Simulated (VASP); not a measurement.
The input files of a VASP run:

### POSCAR
```
InN
1
    1.7549991902    -3.0397478335     0.0000000000
    1.7549991902     3.0397478335     0.0000000000
    0.0000000000     0.0000000000     5.6622192588
In N
2 2
Direct
  0.6666670000   0.3333330000   0.4999186881
  0.3333330000   0.6666670000   0.9999186881
  0.6666670000   0.3333330000   0.8790813119
  0.3333330000   0.6666670000   0.3790813119
```

**INCAR**
```
# general
SYSTEM  = InN
PREC    = Accurate
ENCUT   = 520
LREAL   = .False.
LASPH   = .True.

# electronic loop
EDIFF   = 1E-7
NELM    = 100
ALGO    = Normal
LMAXMIX = 4

# smearing
ISMEAR  = -5

# ions
ISIF    = 2

# output
LWAVE   = .False.
LCHARG  = .True.
LORBIT  = 11
NEDOS   = 601
```

File KPOINTS:
```
Automatic mesh
0
Gamma
11 11 6
0 0 0
```

POTCAR, in this order: In_d N (LDA.64 set). Program: vasp_std.

Task: Translate this LDA calculation to Quantum ESPRESSO's pw.x.

Result: One equivalent input (not run):
```
&CONTROL
  calculation = 'scf'
  pseudo_dir = './pseudo'
  outdir = './out'
  tprnfor = .true.
  tstress = .true.
/
&SYSTEM
  ibrav = 0
  nat = 4
  ntyp = 2
  ecutwfc = 84
  occupations = 'tetrahedra'
  input_dft = 'pz'
/
&ELECTRONS
  conv_thr = 7.3e-09
  electron_maxstep = 100
/
ATOMIC_SPECIES
  In 114.818 In.upf
  N 14.007 N.upf
CELL_PARAMETERS angstrom
     1.7549992   -3.0397478    0.0000000
     1.7549992    3.0397478    0.0000000
     0.0000000    0.0000000    5.6622193
ATOMIC_POSITIONS crystal
  In   0.6666670  0.3333330  0.4999187
  In   0.3333330  0.6666670  0.9999187
  N    0.6666670  0.3333330  0.8790813
  N    0.3333330  0.6666670  0.3790813
K_POINTS automatic
  11 11 6 0 0 0
```
Limits of the translation: the potentials are each code's own (VASP's PAW set, PseudoDojo norm-conserving files in pw.x), so ENCUT and ecutwfc are chosen apart and not converted; conv_thr bounds pw.x's estimated SCF error, while EDIFF bounds the energy change between steps.

The compound is InN in the wurtzite structure. It was relaxed first.
